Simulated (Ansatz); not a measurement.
What a change of settings does to a run on InSe

The cell comes from COD entry 1540841, which wasn't checked; take it as a given geometry.

First run: DFT, PBE, PAW with Ansatz's default frozen-core files, scalar-relativistic (Ansatz 0.2.0).

Command: `ansatz run input.yaml --threads 1 --pin off --max-ram 4096MiB --backend cpu --events-out ev --progress --plain --runs-dir out` The run took 45 s on 1 thread of Intel(R) Xeon(R) 6975P-C (Granite Rapids) (shared host), peak memory 0.64 GiB.

```yaml
crystal:
  lattice:
    - [5.8679026766, -2.055, 0.0]
    - [5.8679026766, 2.055, 0.0]
    - [-1.5994156962, 0.0, 4.3236564064]
  atoms:
    - { symbol: In, position: [0.884, 0.884, 0.005] }
    - { symbol: In, position: [0.116, 0.116, 0.995] }
    - { symbol: Se, position: [0.66, 0.66, 0.642] }
    - { symbol: Se, position: [0.34, 0.34, 0.358] }
kpoints:
  mp_grid: { grid: [7, 7, 6] }
  band_path:
    path:
      - [0.0, 0.0, 0.0]
      - [-0.2848576481, 0.2848576481, 0.0]
      - [-0.7151423519, -0.2848576481, 0.0]
      - [-0.5, -0.5, 0.0]
      - [0.0, 0.0, 0.0]
      - [-0.5, -0.5, 0.5]
      - [-0.7459295213, -0.2540704787, 0.5]
      - [-0.2540704787, 0.2540704787, 0.5]
      - [0.0, 0.0, 0.5]
    npoints: 14
scf:
  occupations: { method: fermi_dirac, width: 0.02 }
hamiltonian:
  xc: pbe
  pseudopotentials: { kind: paw }
output:
  forces: true
  stress: true
  eigenvalues: true
  efg: { contact_densities: true }
  populations: true
  bader: true
  dos: { projected: true, de: 0.2, e_range: [-14, 8] }
  write_density: true
  write_potential: true
  elf: true
  volumetric_format: npy
```

Result: converged; pressure 2.93 GPa; largest force 0.776 eV/Å; gap on the k mesh 0.95 eV (the mesh can miss the band edges); 7 SCF iterations.

Spin–orbit coupling is left out, though it moves levels of the heavy atoms by tenths of an eV or more.

A second input differs as follows:

```diff
@@ -10,5 +10,5 @@
     - { symbol: Se, position: [0.34, 0.34, 0.358] }
 kpoints:
-  mp_grid: { grid: [7, 7, 6] }
+  mp_grid: { grid: [1, 1, 1] }
   band_path:
     path:
@@ -25,4 +25,5 @@
 scf:
   occupations: { method: fermi_dirac, width: 0.02 }
+  max_iter: 100
 hamiltonian:
   xc: pbe
@@ -34,9 +35,3 @@
   efg: { contact_densities: true }
   populations: true
-  bader: true
-  dos: { projected: true, de: 0.2, e_range: [-14, 8] }
-  write_density: true
-  write_potential: true
-  elf: true
-  volumetric_format: npy
```

What is wrong with it, and what does the program do?

The fault is one k-point for a small cell. The run converged; energy at zero smearing -86.4 meV/atom from the first run; pressure 4.50 GPa; largest force 2.292 eV/Å; gap on the k mesh 3.81 eV (the mesh can miss the band edges); 8 SCF iterations. Such numbers aren't properties of the crystal. The log ends:
```
            electrostatic potential = -4711.733049 V   contact ρ = 262895.823490 e/Å³
  atom   4  Se V_zz =   +52.821494   η = 0.6851   by run symmetry: allowed
            electrostatic potential = -4711.733049 V   contact ρ = 262895.823490 e/Å³
--- Band table (eV) ---
  k-point 0: bands = ["-38.7231", "-38.7226", "-38.6952", "-38.6948", "-38.6060", "-38.6055", "-38.4670", "-38.4663", "-38.4617", "-38.4614", "-6.2230", "-6.2168", "-5.8676", "-5.8113", "-5.7783", "-5.7518", "-5.7296", "-5.7183", "-5.6849", "-5.5564", "-4.9375", "-2.9390", "3.8073", "4.4213", "4.4925", "5.7177", "6.2839", "6.7934", "7.4415", "11.2495", "12.1300", "13.0154", "13.1353", "13.9477", "13.9707"]
--- Löwdin populations: 4 sites ---
  site symbol       q [e]
     0     In     12.6697
     1     In     12.6697
     2     Se     16.2789
     3     Se     16.2789
  spilling = 0.001771 (of n_electrons = 58.000000)
```
